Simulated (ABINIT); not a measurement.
# Ta (Im-3m) in ABINIT: notebook

One crystal, Ta, is run at these levels: PBE, revPBE, r2SCAN; tasks: band structure, equation of state.

Everything below comes from runs of ABINIT 10.8.3 (patched build). Logs are shortened: lines on timing, memory, paths and dates and some standing lists are left out, and cuts for length are marked. The log counts tension as positive stress, the text compression.

**Experimental background.**

“Refinement of the equation of state of tantalum”, 2004, arxiv:cond-mat/0403080 quotes, for a bulk crystal of Ta: bulk modulus 194 GPa.

The runs below are set against these values where they give the same quantity.

### 1 Starting point

It takes space group Im-3m (No. 229, cubic). Conventional cell: a = 3.303 Å, b = 3.303 Å, c = 3.303 Å, α = 90.00°, β = 90.00°, γ = 90.00°. Ta (site symmetry m-3m) has 8 Ta at 2.86 Å as nearest neighbours.

### 2 Band structure, PBE

run.abi

```
ndtset 2

pp_dirpath "./"
pseudos "Ta.GGA_PBE-JTH.xml"

acell 3*1.0 Angstrom
rprim
    -1.6512800000     1.6512800000     1.6512800000
     1.6512800000    -1.6512800000     1.6512800000
     1.6512800000     1.6512800000    -1.6512800000
ntypat 1
znucl 73
natom 1
typat 1
xcart
     0.0000000000     0.0000000000     0.0000000000 Angstrom

ecut 408.170794 eV
pawecutdg 30.0

ixc 11

occopt 3
tsmear 0.05 eV

nstep 100

iomode 3
prtwf 0
prteig 0
prtebands 0
enunit 1
prtden1 1

kptopt1 1
ngkpt1 11 11 11
nshiftk1 1
shiftk1 0.0 0.0 0.0
nband1 11
tolvrs1 1.0e-9

iscf2 -2
getden2 1
nband2 15
nbdbuf2 2
tolwfr2 1.0e-12
kptopt2 -5
ndivsm2 5
prteig2 1
prtvol2 -3
kptbounds2
     0.0000000000     0.0000000000     0.0000000000
     0.5000000000    -0.5000000000     0.5000000000
     0.0000000000     0.0000000000     0.5000000000
     0.0000000000     0.0000000000     0.0000000000
     0.2500000000     0.2500000000     0.2500000000
     0.5000000000    -0.5000000000     0.5000000000
```

Potentials or basis: JTH PAW PBE v2.0.

Run with:

```sh
> abinit run.abi > log 2>&1
```

run.abo:

```text
.Version 10.8.3 of ABINIT
 DATASET    1 : space group Im -3 m (#229); Bravais cI (body-center cubic)
================================================================================
 Values of the parameters that define the memory need for DATASET  1.
     intxc =       0    ionmov =       0      iscf =      17    lmnmax =      18
     lnmax =       6     mgfft =      20  mpssoang =       3    mqgrid =    3001
     natom =       1  nloc_mem =       2    nspden =       1   nspinor =       1
    nsppol =       1      nsym =      48    n1xccc =       1    ntypat =       1
    occopt =       3   xclevel =       2
       mpw =         358          nfft =        8000          nkpt =          56
 PAW method is used; the additional fine FFT grid is defined by:
   mgfftf=        30    nfftf =     27000
================================================================================
================================================================================

 DATASET    2 : space group Im -3 m (#229); Bravais cI (body-center cubic)
================================================================================
 Values of the parameters that define the memory need for DATASET  2.
     intxc =       0    ionmov =       0      iscf =      -2    lmnmax =      18
     lnmax =       6     mgfft =      20  mpssoang =       3    mqgrid =    3001
     natom =       1  nloc_mem =       2    nspden =       1   nspinor =       1
    nsppol =       1      nsym =      48    n1xccc =       1    ntypat =       1
    occopt =       3   xclevel =       2
       mpw =         370          nfft =        8000          nkpt =          30
 PAW method is used; the additional fine FFT grid is defined by:
   mgfftf=        30    nfftf =     27000
================================================================================
================================================================================

--------------------------------------------------------------------------------
------------- Echo of variables that govern the present computation ------------
--------------------------------------------------------------------------------
 -outvars: echo values of preprocessed input variables --------
            acell      1.8897261259E+00  1.8897261259E+00  1.8897261259E+00 Bohr
              amu      1.80947900E+02
             ecut      1.50000000E+01 Hartree
           enunit           1
           getden1          0
           getden2          1
             iscf1         17
             iscf2         -2
              ixc          11
           jdtset        1    2
           kptopt1          1
           kptopt2         -5
         kptrlatt       11    0    0      0   11    0      0    0   11
          kptrlen1     5.94528804E+01
          kptrlen2     3.00000000E+01
            natom           1
            nband1         11
            nband2         15
           nbdbuf1          0
           nbdbuf2          2
           ndtset           2
           ndivsm1          0
           ndivsm2          5
            ngfft          20      20      20
          ngfftdg          30      30      30
             nkpt1         56
             nkpt2         30
            nstep         100
             nsym          48
           ntypat           1
           occopt           3
        pawecutdg      3.00000000E+01 Hartree
         pawxcdev           0
        prtebands           0
           prteig1          0
           prteig2          1
           prtvol1          0
           prtvol2         -3
            prtwf           0
            rprim     -1.6512800000E+00  1.6512800000E+00  1.6512800000E+00
                       1.6512800000E+00 -1.6512800000E+00  1.6512800000E+00
                       1.6512800000E+00  1.6512800000E+00 -1.6512800000E+00
           shiftk1     0.00000000E+00  0.00000000E+00  0.00000000E+00
           shiftk2     5.00000000E-01  5.00000000E-01  5.00000000E-01
          spgroup         229
           tolvrs1     1.00000000E-09
           tolvrs2     0.00000000E+00
           tolwfr1     0.00000000E+00
           tolwfr2     1.00000000E-12
           tsmear      1.83746611E-03 Hartree
            typat      1
           useylm           1
[... 191 lines left out ...]
- sigma(1 1)= -9.50886295E-01  sigma(3 2)=  0.00000000E+00
- sigma(2 2)= -9.50886295E-01  sigma(3 1)=  0.00000000E+00
- sigma(3 3)= -9.50886295E-01  sigma(2 1)=  0.00000000E+00

================================================================================
== DATASET  2 ==================================================================

--- !DatasetInfo
iteration_state: {dtset: 2, }
dimensions: {natom: 1, nkpt: 30, mband: 15, nsppol: 1, nspinor: 1, nspden: 1, mpw: 370, }
cutoff_energies: {ecut:  15.0, pawecutdg:  30.0, }
electrons: {nelect:   1.30000000E+01, charge:   0.00000000E+00, occopt:   3.00000000E+00, tsmear:   1.83746611E-03, }
meta: {optdriver: 0, ionmov: 0, optcell: 0, iscf: -2, paral_kgb: 0, }
...

 mkfilename : getden/=0, take file _DEN from output of DATASET   1.

 Exchange-correlation functional for the present dataset will be:
  GGA: Perdew-Burke-Ernzerhof functional - ixc=11
  J.P.Perdew, K.Burke, M.Ernzerhof, PRL 77, 3865 (1996)

 Real(R)+Recip(G) space primitive vectors, cartesian coordinates (Bohr,Bohr^-1):
 R(1)= -3.1204670  3.1204670  3.1204670  G(1)=  0.0000000  0.1602324  0.1602324
 R(2)=  3.1204670 -3.1204670  3.1204670  G(2)=  0.1602324  0.0000000  0.1602324
 R(3)=  3.1204670  3.1204670 -3.1204670  G(3)=  0.1602324  0.1602324  0.0000000
 Unit cell volume ucvol=  1.2153987E+02 bohr^3
 Angles (23,13,12)=  1.09471221E+02  1.09471221E+02  1.09471221E+02 degrees

 Coarse grid specifications (used for wave-functions):

 getcut: wavevector=  0.0000  0.0000  0.0000  ngfft=  20  20  20
         ecut(hartree)=     15.000   => boxcut(ratio)=   2.12776

 Fine grid specifications (used for densities):

 getcut: wavevector=  0.0000  0.0000  0.0000  ngfft=  30  30  30
         ecut(hartree)=     30.000   => boxcut(ratio)=   2.25121

 getcut : COMMENT -
  Note that boxcut > 2.2 ; recall that boxcut=Gcut(box)/Gcut(sphere) = 2
  is sufficient for exact treatment of convolution.
  Such a large boxcut is a waste : you could raise ecut
  e.g. ecut=   38.009472 Hartrees makes boxcut=2

--------------------------------------------------------------------------------

================================================================================
 Non-SCF case, kpt    1 (  0.00000  0.00000  0.00000), residuals and eigenvalues=
  3.95E-13  1.24E-13  2.89E-13  2.63E-13  5.35E-13  1.62E-13  9.03E-13  3.84E-13
  9.95E-14  5.22E-13  3.85E-13  3.24E-13  2.43E-13  1.11E-07  6.44E-06
 -2.4276E+00 -1.1748E+00 -1.1748E+00 -1.1748E+00 -2.5096E-01  6.7479E-02
  6.7479E-02  6.7479E-02  1.8788E-01  1.8788E-01  5.9009E-01  5.9009E-01
  5.9009E-01  9.9575E-01  9.9575E-01
 Non-SCF case, kpt    2 (  0.07143 -0.07143  0.07143), residuals and eigenvalues=
  5.14E-13  4.03E-13  2.52E-13  4.90E-13  9.33E-13  6.27E-14  2.39E-13  3.54E-13
  4.08E-13  6.73E-14  2.71E-13  4.35E-13  1.96E-13  2.65E-11  1.18E-05
 -2.4272E+00 -1.1780E+00 -1.1763E+00 -1.1763E+00 -2.3442E-01  6.5277E-02
  6.5277E-02  7.5386E-02  1.6078E-01  1.9726E-01  6.1913E-01  6.1913E-01
  6.1986E-01  8.4887E-01  1.0190E+00
 Non-SCF case, kpt    3 (  0.14286 -0.14286  0.14286), residuals and eigenvalues=
[... 153 lines left out ...]
  6.8395E-02  2.2429E-01  2.2429E-01  4.0755E-01  4.4965E-01  4.4965E-01
  8.0357E-01  8.1973E-01  8.1973E-01
 Non-SCF case, kpt   29 (  0.45833 -0.37500  0.45833), residuals and eigenvalues=
  3.94E-13  6.58E-13  3.80E-13  3.61E-13  4.70E-13  3.43E-13  9.49E-14  5.38E-13
  1.74E-13  8.95E-13  2.74E-13  4.27E-13  5.67E-13  8.05E-10  8.58E-08
 -2.4205E+00 -1.2053E+00 -1.2053E+00 -1.2012E+00 -8.8589E-02 -8.8589E-02
  1.8854E-01  2.6137E-01  2.6137E-01  3.9559E-01  3.9559E-01  4.0460E-01
  6.8185E-01  8.6425E-01  8.6425E-01
 Non-SCF case, kpt   30 (  0.50000 -0.50000  0.50000), residuals and eigenvalues=
  7.15E-13  2.73E-13  2.16E-13  7.26E-13  3.91E-14  4.04E-14  2.99E-13  6.70E-13
  8.54E-13  6.26E-13  2.82E-13  1.90E-13  2.30E-13  2.25E-09  3.22E-08
 -2.4202E+00 -1.2050E+00 -1.2050E+00 -1.2050E+00 -9.9614E-02 -9.9614E-02
  2.9208E-01  2.9208E-01  2.9208E-01  3.5738E-01  3.5738E-01  3.5738E-01
  6.1652E-01  8.8648E-01  8.8648E-01

--- !ResultsGS
iteration_state: {dtset: 2, }
comment   : Summary of ground state results
lattice_vectors:
- [ -3.1204670,   3.1204670,   3.1204670, ]
- [  3.1204670,  -3.1204670,   3.1204670, ]
- [  3.1204670,   3.1204670,  -3.1204670, ]
lattice_lengths: [   5.40481,    5.40481,    5.40481, ]
lattice_angles: [109.471, 109.471, 109.471, ] # degrees, (23, 13, 12)
lattice_volume:   1.2153987E+02
convergence: {deltae:  0.000E+00, res2:  0.000E+00, residm:  9.929E-13, diffor:  0.000E+00, }
etotal    :  -5.89699407E+01
entropy   :   0.00000000E+00
fermie    :   3.99224986E-02
cartesian_stress_tensor: null
pressure_GPa: null
xred      :
- [  0.0000E+00,   0.0000E+00,   0.0000E+00, Ta]
cartesian_forces: null
force_length_stats: {min: null, max: null, mean: null, }
...

 Integrated electronic density in atomic spheres:
 ------------------------------------------------
 Atom  Sphere_radius  Integrated_density
    1        2.41973         10.66216752

================================================================================

 ----iterations are completed or convergence reached----

 Mean square residual over all n,k,spin=   42.467E-14; max=  99.290E-14
 reduced coordinates (array xred) for    1 atoms
       0.000000000000      0.000000000000      0.000000000000

 cartesian coordinates (angstrom) at end:
    1      0.00000000000000     0.00000000000000     0.00000000000000
 length scales=  1.889726125908  1.889726125908  1.889726125908 bohr
              =  1.000000000000  1.000000000000  1.000000000000 angstroms
 Eigenvalues (   eV  ) for nkpt=  30  k points:
 kpt#   1, nband= 15, wtk=  1.00000, kpt=  0.0000  0.0000  0.0000 (reduced coord)
 -66.05769  -31.96746  -31.96746  -31.96746   -6.82897    1.83619    1.83619    1.83619
   5.11255    5.11255   16.05719   16.05719   16.05719   27.09573   27.09580
 kpt#   2, nband= 15, wtk=  1.00000, kpt=  0.0714 -0.0714  0.0714 (reduced coord)
 -66.04689  -32.05512  -32.00752  -32.00752   -6.37888    1.77629    1.77629    2.05135
   4.37505    5.36774   16.84729   16.84729   16.86735   23.09880   27.72873
 kpt#   3, nband= 15, wtk=  1.00000, kpt=  0.1429 -0.1429  0.1429 (reduced coord)
 -66.01621  -32.26642  -32.11881  -32.11881   -5.14017    1.74864    1.74864    2.68335
   2.74112    5.97312   18.57237   18.61591   18.96086   18.96086   27.07976
 kpt#   4, nband= 15, wtk=  1.00000, kpt=  0.2143 -0.2143  0.2143 (reduced coord)
 -65.97314  -32.50199  -32.28047  -32.28047   -3.45133    0.96767    2.03099    2.03099
   3.68738    6.29390   15.92819   20.40556   21.03694   21.03694   25.08621
 kpt#   5, nband= 15, wtk=  1.00000, kpt=  0.2857 -0.2857  0.2857 (reduced coord)
 -65.92817  -32.67963  -32.46255  -32.46255   -2.00155   -0.57953    2.81882    2.81882
   4.96845    5.93889   16.19235   18.91740   18.91740   21.91295   27.55467
 kpt#   6, nband= 15, wtk=  1.00000, kpt=  0.3571 -0.3571  0.3571 (reduced coord)
 -65.89014  -32.76622  -32.62936  -32.62936   -1.76336   -1.74725    4.19209    4.19209
[... 59 lines left out ...]
 -65.92785  -32.78540  -32.78540  -32.11860   -1.35404    0.06416    0.06416    5.65059
   5.65059    9.81198   13.11693   13.11693   18.43666   22.64739   22.64739
 kpt#  27, nband= 15, wtk=  1.00000, kpt=  0.3750 -0.1250  0.3750 (reduced coord)
 -65.91042  -32.82054  -32.82054  -32.19713   -0.60875   -0.60875   -0.40955    5.56651
   5.56651   10.56146   13.08101   13.08101   21.51940   21.76324   21.76324
 kpt#  28, nband= 15, wtk=  1.00000, kpt=  0.4167 -0.2500  0.4167 (reduced coord)
 -65.88651  -32.81694  -32.81694  -32.44052   -1.60494   -1.60494    1.86112    6.10316
   6.10316   11.08992   12.23548   12.23548   21.86630   22.30605   22.30605
 kpt#  29, nband= 15, wtk=  1.00000, kpt=  0.4583 -0.3750  0.4583 (reduced coord)
 -65.86556  -32.79853  -32.79853  -32.68658   -2.41064   -2.41064    5.13048    7.11214
   7.11214   10.76453   10.76453   11.00972   18.55411   23.51756   23.51756
 kpt#  30, nband= 15, wtk=  1.00000, kpt=  0.5000 -0.5000  0.5000 (reduced coord)
 -65.85757  -32.78942  -32.78942  -32.78942   -2.71062   -2.71062    7.94789    7.94789
   7.94789    9.72489    9.72489    9.72489   16.77636   24.12224   24.12225

== END DATASET(S) ==============================================================
================================================================================

 -outvars: echo values of variables after computation  --------
            acell      1.8897261259E+00  1.8897261259E+00  1.8897261259E+00 Bohr
           etotal1    -5.8969940684E+01
            fcart1    -0.0000000000E+00 -0.0000000000E+00 -0.0000000000E+00
            rprim     -1.6512800000E+00  1.6512800000E+00  1.6512800000E+00
                       1.6512800000E+00 -1.6512800000E+00  1.6512800000E+00
                       1.6512800000E+00  1.6512800000E+00 -1.6512800000E+00
           strten1    -3.2319968238E-05 -3.2319968238E-05 -3.2319968238E-05
                       0.0000000000E+00  0.0000000000E+00  0.0000000000E+00
 Calculation completed.
```

It took 9.6 s on 1 thread of Arm Neoverse V1, shared host; peak memory 0.12 GiB.

Results:

- Free energy: -1604.6538 eV
- Band gap on the k mesh: none (metal or under the smearing width)
- Valence electrons inside the program's atomic spheres: Ta 10.66 (radii [1.2805] Å)

Levels at the corners of the path, in eV from the Fermi level:
```tsv
point	band 4	band 5	band 6	band 7	band 8	band 9
Γ	-33.05	-7.92	0.75	0.75	0.75	4.03
H	-33.88	-3.80	-3.80	6.86	6.86	6.86
N	-33.06	-4.37	-1.53	1.58	3.91	4.94
Γ	-33.05	-7.92	0.75	0.75	0.75	4.03
P	-33.65	-1.23	-1.23	-1.23	5.11	5.11
H	-33.88	-3.80	-3.80	6.86	6.86	6.86
```

Caveat: the cutoff is too short for stress, so the log's stress isn't used; spin-orbit coupling is left out, which moves the levels of the heavy elements.

### 3 Equation of state, revPBE

run.abi

```
# Datasets: one volume each
ndtset 7
getwfk -1
scalecart1 3*0.9795861087
scalecart2 3*0.9864848297
scalecart3 3*0.9932883884
scalecart4 3*1.0000000000
scalecart5 3*1.0066227096
scalecart6 3*1.0131594038
scalecart7 3*1.0196128224

# Pseudopotentials
pp_dirpath "./"
pseudos "Ta.GGA_PBE-JTH.xml"

# Structure
acell 3*1.0 Angstrom
rprim
    -1.6512800000     1.6512800000     1.6512800000
     1.6512800000    -1.6512800000     1.6512800000
     1.6512800000     1.6512800000    -1.6512800000
ntypat 1
znucl 73
natom 1
typat 1
xred
     0.0000000000     0.0000000000     0.0000000000

# Plane-wave basis
ecut 408.170794 eV
pawecutdg 30.0

# k points
kptopt 1
ngkpt 11 11 11
nshiftk 1
shiftk 0.0 0.0 0.0

# Exchange and correlation
ixc 14

# Bands and occupations
nband 11
occopt 3
tsmear 0.00183747

# SCF cycle
nstep 100
tolvrs 1.0e-9

# Output
iomode 3
prtwf 1
prtden 0
prteig 0
prtebands 0
```

Potentials or basis: JTH PAW PBE v2.0.

Run with:

```sh
> abinit run.abi > log 2>&1
```

It took 35 s on 1 thread of Arm Neoverse V1, shared host; peak memory 0.12 GiB.

The run converged. Its results:

```
Equilibrium volume                      : 18.49 Å³/atom
Bulk modulus                            : 189 GPa
Pressure derivative of the bulk modulus : 3.8
```

Energy against volume, from the lowest point:
```csv
volume (Å³/atom),energy (meV/atom)
16.930,88.50
17.290,50.43
17.650,23.40
18.010,7.16
18.371,0.00
18.731,1.26
19.091,10.62
```

Caveat: the cutoff is too short for stress, so the log's stress isn't used; pressures at fixed basis lie under the slope of the energies; the PAW data sets were made with another functional, which shifts forces and pressure a little.

[end of part 1 of 2]
